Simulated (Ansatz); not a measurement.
# In2Se: the cost of one run

Method: DFT PBE, scalar-relativistic, plane waves, PAW, in Ansatz 0.2.0.

4 further runs of the same task are left out: 4 set aside as unsound or not needed.

## 1. The starting structure

The structure is cubic, space group Fm-3m (No. 225). Conventional cell: a = 7.559 Å, b = 7.559 Å, c = 7.559 Å, α = 90.00°, β = 90.00°, γ = 90.00°. Around Se (site symmetry m-3m) lie 8 In at 3.27 Å. Around In (site symmetry -43m) lie 4 Se at 3.27 Å.

Coordinates:

```
Se In
1.0
     0.00000    3.77970    3.77970
     3.77970    0.00000    3.77970
     3.77970    3.77970    0.00000
Se In
1 2
Direct
  0.00000 0.00000 0.00000
  0.25000 0.25000 0.25000
  0.75000 0.75000 0.75000
```

This is a trial structure built by rule; it need not be a known or stable form of this composition.

This is a trial structure, the antifluorite prototype, and another one may lie lower.

## 2. Single point at 1.046 V0

input.yaml

```yaml
crystal:
  lattice:
    - [0.0, 3.7797, 3.7797]
    - [3.7797, 0.0, 3.7797]
    - [3.7797, 3.7797, 0.0]
  atoms:
    - { symbol: Se, position: [0.0, 0.0, 0.0] }
    - { symbol: In, position: [0.25, 0.25, 0.25] }
    - { symbol: In, position: [0.75, 0.75, 0.75] }
basis:
  ecutwfc: 420
kpoints:
  mp_grid: { grid: [10, 10, 10] }
hamiltonian:
  xc: pbe
scf:
  occupations: { method: fermi_dirac, width: 0.15 }
output:
  forces: true
  stress: true
  eigenvalues: true
```

The run is started by

```
ansatz run input.yaml --threads 1 --pin off --max-ram 1228MiB --backend cpu --events-out ev --progress --plain --runs-dir out
```

Q: Estimate wall time and peak memory on 1 thread of Intel Xeon 6975P-C (Granite Rapids), shared host.

About 4.1 s, with a peak of 0.48 GiB.
